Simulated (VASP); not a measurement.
**A VASP 6.6.1 single-point calculation on GaP**

INCAR

```
PREC = Accurate
LWAVE = .FALSE.
NELM = 89
NSW = 0
ISIF = 2
LREAL = .FALSE.
IBRION = -1
LCHARG = .FALSE.
NBANDS = 16
ENCUT = 520
SIGMA = 0.02
NELECT = 17.5
ISMEAR = -1
LASPH = .TRUE.
EDIFF = 1E-7
GGA = CA
```

KPOINTS

```
KPOINTS created by Atomic Simulation Environment
0
Gamma
8 8 8
0 0 0
```

POSCAR

```
Ga P
 1.0000000000000000
     3.1864348745051778    0.0000000000000000    0.0000000000000000
    -0.0000000000000000    3.1864348745051778    0.0000000000000000
     0.0000000000000000    0.0000000000000000    3.1864348745051778
 Ga  P
   1   1
Cartesian
  0.0000000000000000  0.0000000000000000  0.0000000000000000
  1.5932174372525889  1.5932174372525889  1.5932174372525889
```

The recommended LDA PAW datasets give the neutral cell 18 valence electrons.

Command

```
mpirun -np 1 vasp_std
```

Task: How does this run end, and what does it give?

Result: It converged. Results: pressure -32.4 GPa.

OSZICAR

```
N       E                     dE             d eps       ncg     rms          rms(c)
DAV:   1     0.605220428455E+02    0.60522E+02   -0.82012E+03  1224   0.159E+03
DAV:   2    -0.834118696277E+01   -0.68863E+02   -0.65415E+02  1248   0.276E+02
DAV:   3    -0.126069796029E+02   -0.42658E+01   -0.42427E+01  1432   0.546E+01
DAV:   4    -0.126599393542E+02   -0.52960E-01   -0.52927E-01  1344   0.627E+00
DAV:   5    -0.126609153108E+02   -0.97596E-03   -0.97571E-03  1496   0.799E-01    0.342E+00
DAV:   6    -0.126194974832E+02    0.41418E-01   -0.13793E-01  1400   0.754E+00    0.172E+00
DAV:   7    -0.126099237958E+02    0.95737E-02   -0.13624E-02  1472   0.767E-01    0.481E-01
DAV:   8    -0.126089815455E+02    0.94225E-03   -0.12099E-03  1520   0.261E-01    0.589E-02
DAV:   9    -0.126089769140E+02    0.46315E-05   -0.50346E-05  1608   0.626E-02    0.148E-02
DAV:  10    -0.126089761196E+02    0.79438E-06   -0.24038E-06  1448   0.101E-02    0.375E-03
DAV:  11    -0.126089760998E+02    0.19784E-07   -0.18343E-07  1280   0.572E-03
   1 F= -.12608976E+02 E0= -.12607848E+02  d E =-.225636E-02
```

The cell is charged and sits in a uniform background.

For comparison, a separate LDA run of the intended cell, on usual settings and not on those above, gives a gap of -3.60 eV on its mesh and a pressure of -4.0 GPa.
